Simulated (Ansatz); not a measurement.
input.yaml

```yaml
crystal:
  lattice:
    - [2.8799338781, 0.0, 0.0]
    - [-1.4399669391, 2.4940958997, 0.0]
    - [0.0, 0.0, 25.5815527416]
  atoms:
    - { symbol: "N", position: [0.3333333333, 0.6666666667, 0.2931800144] }
    - { symbol: V, position: [0.6666666667, 0.3333333333, 0.3391400112] }
    - { symbol: "N", position: [0.0, 0.0, 0.385100008] }
    - { symbol: V, position: [0.3333333333, 0.6666666667, 0.4310600048] }
    - { symbol: "N", position: [0.6666666667, 0.3333333333, 0.4770200016] }
    - { symbol: V, position: [0.0, 0.0, 0.5229799984] }
    - { symbol: "N", position: [0.3333333333, 0.6666666667, 0.5689399952] }
    - { symbol: V, position: [0.6666666667, 0.3333333333, 0.614899992] }
    - { symbol: "N", position: [0.0, 0.0, 0.6608599888] }
    - { symbol: V, position: [0.3333333333, 0.6666666667, 0.7068199856] }
basis:
  ecutwfc: 420
kpoints:
  mp_grid: { grid: [12, 12, 1] }
hamiltonian:
  xc: pbesol
scf:
  occupations: { method: gaussian, width: 0.1 }
output:
  forces: true
  stress: true
  eigenvalues: true
  write_density: true
  write_potential: true
  elf: true
  volumetric_format: npy
efield:
  axis: 3
  dipole_correction: true
  ramp_width: 0.04
```

Command:
```bash
ansatz run input.yaml --threads 1 --pin off --max-ram 2560MiB --backend cpu --events-out ev --progress --plain --runs-dir out
```

Method: DFT PBEsol, scalar-relativistic, plane waves, PAW in Ansatz 0.2.0.

Part of what the program printed, abridged:

```
Pseudopotentials: kind: paw
Pseudopotential: N, paw, valence charge 5, recommended cutoff 420 eV (normal)
Pseudopotential: V, paw, valence charge 13, recommended cutoff 420 eV (normal)
Functional definition: PBEsol
Crystal: 10 atoms, lattice volume = 183.748 Å³
Basis set: ecut = 420 eV, 3601 PW (Γ), exchange–correlation on 40×40×360 points (8 copies of the dense FFT grid, shifted against one another)
Bands: 55, of which v1, the nominal top of the filled ones, is band 45 counted from 1 (44 counted from 0)
Symmetry: 6 space group operations
Space group: P3m1 (ITA 156), of the structure as read, at distance tolerance 5.7e-5 Å
k-points: 19 of 144 (time reversal used)
Initial density: superposition of atomic densities (neutral atoms: chi_scale 0, normalization atom), corrected by the library's trained network
Initial wavefunctions: pseudopotential atomic-orbital guess
Functional: x = pbesol(κ = 0.804, μ = 0.12345679), c = pbesol(β = 0.046)
SCF iter   1: F=—  HF=-16326.920409 eV  |F-HF|=—  |Δ(HF+E_count)|=         —  Δρ=2.02e-2  dr2=6.68e0  ethr=1.77e-3  p=0.073 e·Å  D=7.20e-2 V/Å  ΔV_dip=-1.84 eV  dr2_dipole=2.58e0  V_vac-E_F(+/−)=5.15/6.99 eV  ⟨swp⟩=7.5  Hψ=5281  notcnv=0
efield: sawtooth ramp at fractional position 0.9800 (placed from the atoms, in the widest stretch of the axis that holds none; the zero of the levels goes with the place), width 0.0400; the density the first Hamiltonian is built on has a dipole p = 0.073 e·Å; the dipole correction subtracts the counter field D = 7.20e-2 V/Å, which shifts the + side's vacuum level by -1.84 eV against the − side's; the planar-averaged density in the ramp window peaks in size at 1.1e-4 e/Å³
SCF iter   2: F=—  HF=-16326.829521 eV  |F-HF|=—  |Δ(HF+E_count)|=   9.09e-2  Δρ=5.97e-3  dr2=6.13e-2  ethr=1.77e-3  p=0.096 e·Å  D=9.45e-2 V/Å  ΔV_dip=-2.42 eV  dr2_dipole=1.32e-2  V_vac-E_F(+/−)=4.97/7.38 eV  ⟨swp⟩=2.6  Hψ=1625  notcnv=0  defer=51
SCF iter   3: F=—  HF=-16326.823428 eV  |F-HF|=—  |Δ(HF+E_count)|=   6.09e-3  Δρ=3.16e-3  dr2=3.40e-2  ethr=6.81e-5  p=0.097 e·Å  D=9.57e-2 V/Å  ΔV_dip=-2.45 eV  dr2_dipole=1.35e-3  V_vac-E_F(+/−)=4.95/7.39 eV  ⟨swp⟩=2.6  Hψ=2079  notcnv=0  defer=51
SCF iter   4: F=—  HF=-16326.820271 eV  |F-HF|=—  |Δ(HF+E_count)|=   3.16e-3  Δρ=7.01e-4  dr2=9.77e-4  ethr=3.78e-5  p=0.096 e·Å  D=9.43e-2 V/Å  ΔV_dip=-2.41 eV  dr2_dipole=4.50e-5  V_vac-E_F(+/−)=4.96/7.37 eV  ⟨swp⟩=2.9  Hψ=1944  notcnv=0  defer=51
SCF iter   5: F=—  HF=-16326.820183 eV  |F-HF|=—  |Δ(HF+E_count)|=   8.76e-5  Δρ=1.99e-4  dr2=1.79e-4  ethr=1.09e-6  p=0.096 e·Å  D=9.42e-2 V/Å  ΔV_dip=-2.41 eV  dr2_dipole=5.14e-8  V_vac-E_F(+/−)=4.96/7.37 eV  ⟨swp⟩=3.1  Hψ=1881  notcnv=0  defer=51
SCF iter   6: F=—  HF=-16326.820190 eV  |F-HF|=—  |Δ(HF+E_count)|=   6.55e-6  Δρ=8.11e-5  dr2=3.37e-5  ethr=1.99e-7  p=0.095 e·Å  D=9.40e-2 V/Å  ΔV_dip=-2.40 eV  dr2_dipole=5.13e-7  V_vac-E_F(+/−)=4.97/7.37 eV  ⟨swp⟩=2.2  Hψ=1363  notcnv=0  defer=51
SCF iter   7: F=—  HF=-16326.820248 eV  |F-HF|=—  |Δ(HF+E_count)|=   5.83e-5  Δρ=1.88e-5  dr2=1.30e-6  ethr=3.75e-8  p=0.095 e·Å  D=9.39e-2 V/Å  ΔV_dip=-2.40 eV  dr2_dipole=4.17e-7  V_vac-E_F(+/−)=4.97/7.37 eV  ⟨swp⟩=1.9  Hψ=1298  notcnv=0  defer=51
SCF iter   8: F=—  HF=-16326.820249 eV  |F-HF|=—  |Δ(HF+E_count)|=   5.09e-7  Δρ=7.96e-6  dr2=2.34e-7  ethr=1.11e-10  p=0.095 e·Å  D=9.38e-2 V/Å  ΔV_dip=-2.40 eV  dr2_dipole=8.47e-12  V_vac-E_F(+/−)=4.97/7.37 eV  ⟨swp⟩=21.4  Hψ=9957  notcnv=0
SCF iter   9: F=-16326.820249 eV  HF=-16326.820249 eV  |F-HF|=1.32e-8  |Δ(HF+E_count)|=   7.52e-8  Δρ=2.73e-6  dr2=2.43e-8  ethr=1.11e-10  p=0.095 e·Å  D=9.38e-2 V/Å  ΔV_dip=-2.40 eV  dr2_dipole=2.58e-9  V_vac-E_F(+/−)=4.97/7.37 eV  ⟨swp⟩=12.5  Hψ=7771  notcnv=0
SCF 1 converged in 9 iterations: F = -16326.820249 eV  dr2 = 2.43e-8
WARN: The output density's exchange-correlation potential varies sharply where the density is thin. Do not read a vacuum level from v_tot or v_xc, or from such a field of the output density. On a cell that repeats whose density bears no net charge and no dipole along the vacuum's axis use v_es (v_loc + v_h of the components); under efield.dipole_correction with no amplitude use v_es + v_field, which holds any external_charges[].barrier, or the levels of the report's work_function block, which leave it out; under a non-zero efield.amplitude the vacuum is tilted and has no level; on a cell that repeats and bears such a dipole with no correction it is tilted too, and efield.dipole_correction wi ...
SCF converged after 9 iterations
Free energy (F): -16326.820249 eV
Harris-Foulkes:  -16326.820249 eV  (|F-HF|=1.32e-8)
Internal energy: -16326.782271 eV  (E = F + TS)
E sigma→0 (E₀):  -16326.801260 eV
Entropy (-TS):   -0.037977 eV (-3.798 meV/atom)
Fermi energy:    5.375037 eV
Dipole field:    D = 0.093710 V/Å  (p = 0.095158 e·Å, saw-weighted, corrected)
Work function:   Φ+ = 4.9717 eV   Φ− = 7.3690 eV
Levels:          The Fermi level and band energies are counted from a zero that moves with the ramp; work functions are not
--- Per-component energies (eV) ---
  E_band       = -1660.437824
  E_kinetic    = 2336.106072
  E_local      = -132275.899868  (includes V_loc(G=0)·N_el)
  E_nonlocal   = 0.281429
  E_hartree    = 65281.639930
  E_xc         = -947.258065
  E_vxc        = -1207.526617  (∫ρ·V_xc dr)
  E_paw        = -6039.184303  (= ΣΔE_a)
  E_vpaw       = -1074.475489  (= ΣTr[D̂ρ^β])
  E_aug_tail   = 0.001782  (compensation charges beyond the density's cutoff)
  E_efield     = 0.004459  (sawtooth field / dipole correction)
  E_vefield    = -2.194626  (∫n·V_field dr)
  E_ewald      = 55316.637403
  E_core_change = 0.888890  (= ΣΔE_core)
  E_smearing   = -0.037977  (= −TS)
--- Forces (eV/Å), atoms counted from 1 ---
  atom   1  N      0.00000000     0.00000000     3.82355976
  atom   2  V      0.00000000     0.00000000    -4.20488360
  atom   3  N      0.00000000     0.00000000     0.44866028
  atom   4  V      0.00000000     0.00000000    -0.39426259
  atom   5  N      0.00000000     0.00000000     0.24013201
  atom   6  V      0.00000000     0.00000000    -0.05683790
  atom   7  N      0.00000000     0.00000000     0.25371765
  atom   8  V      0.00000000     0.00000000     0.10573939
  atom   9  N      0.00000000     0.00000000     1.74400276
  atom  10  V      0.00000000     0.00000000    -1.95983708
--- Stress (GPa, compression-positive) ---
       -4.481092       0.000000       0.000000
        0.000000      -4.481092       0.000000
        0.000000       0.000000      -5.371023
  P = ⅓ Tr σ = -4.7777 GPa (-47.777 kbar)
--- Band table (eV; the first three rows and the last of 19) ---
  k-point 0: bands = ["-59.8594", "-59.7224", "-59.6694", "-59.6253", "-59.0524", "-34.0396", "-33.8793", "-33.6423", "-33.6382", "-33.6382", "-33.5057", "-33.5057", "-33.4798", "-33.4687", "-33.4687", "-33.3868", "-33.3868", "-33.1088", "-32.7727", "-32.7727", "-12.6268", "-12.0050", "-11.1400", "-10.3180", "-8.2213", "-3.3590", "-2.0706", "-0.7757", "-0.7757", "-0.4027", "-0.1517", "-0.1517", "0.8438", "0.8438", "1.3730", "2.0516", "2.0516", "3.1809", "3.7696", "3.7696", "4.1947", "4.1947", "4.2170", "4.5348", "4.5348", "4.7771", "5.0745", "5.2320", "5.2320", "5.5326", "5.5326", "5.7901", "5.8655", "5.8655", "6.1548"]
  k-point 1: bands = ["-59.8553", "-59.7177", "-59.6660", "-59.6220", "-59.0489", "-34.0283", "-33.8730", "-33.6778", "-33.6451", "-33.6364", "-33.5301", "-33.5142", "-33.5024", "-33.4732", "-33.4732", "-33.4121", "-33.3923", "-33.1051", "-32.7980", "-32.7784", "-12.5015", "-11.9057", "-11.0869", "-10.3283", "-8.1867", "-3.2263", "-2.0472", "-0.7925", "-0.7258", "-0.6887", "-0.1257", "0.0450", "0.4402", "0.8120", "1.4314", "1.5472", "1.8678", "2.7827", "3.5837", "3.6271", "3.9702", "4.2574", "4.3068", "4.7512", "4.7840", "4.9080", "5.1906", "5.2572", "5.2799", "5.6440", "5.7193", "5.8352", "5.8813", "5.9805", "6.2076"]
  k-point 2: bands = ["-59.8440", "-59.7049", "-59.6566", "-59.6128", "-59.0392", "-33.9979", "-33.8587", "-33.7583", "-33.6682", "-33.6639", "-33.5824", "-33.5618", "-33.5365", "-33.4962", "-33.4865", "-33.4607", "-33.4073", "-33.0957", "-32.8664", "-32.7941", "-12.1480", "-11.6305", "-10.9476", "-10.3617", "-8.0792", "-2.8616", "-1.9982", "-1.1647", "-0.7787", "-0.6103", "-0.2462", "-0.0795", "0.0783", "0.5753", "0.7078", "1.2293", "1.4876", "2.1984", "3.1945", "3.5059", "3.7563", "4.1310", "4.5052", "4.5656", "5.0675", "5.1300", "5.3520", "5.4314", "5.6083", "5.9008", "5.9612", "6.0080", "6.2219", "6.2259", "6.3146"]
  k-point 18: bands = ["-59.7898", "-59.6393", "-59.6155", "-59.5689", "-58.9928", "-33.9581", "-33.9567", "-33.8944", "-33.8366", "-33.8187", "-33.8081", "-33.7062", "-33.7006", "-33.6604", "-33.5870", "-33.5647", "-33.4828", "-33.0518", "-33.0476", "-33.0113", "-10.4000", "-10.3286", "-10.2851", "-10.2560", "-7.2231", "-2.1871", "-2.0963", "-2.0920", "-1.6622", "-1.6170", "-1.1190", "-0.9945", "-0.9307", "-0.4498", "-0.4036", "-0.3847", "-0.3003", "1.3282", "3.1718", "3.2652", "4.4465", "4.7055", "5.2392", "5.2668", "5.4166", "5.7989", "5.8010", "5.8882", "6.1965", "6.2602", "6.2819", "6.7187", "6.8162", "6.8286", "7.0641"]
```

The run converged.

The run took 15 s on 1 thread of Intel(R) Xeon(R) 6975P-C (Granite Rapids) (shared host), peak memory 0.51 GiB.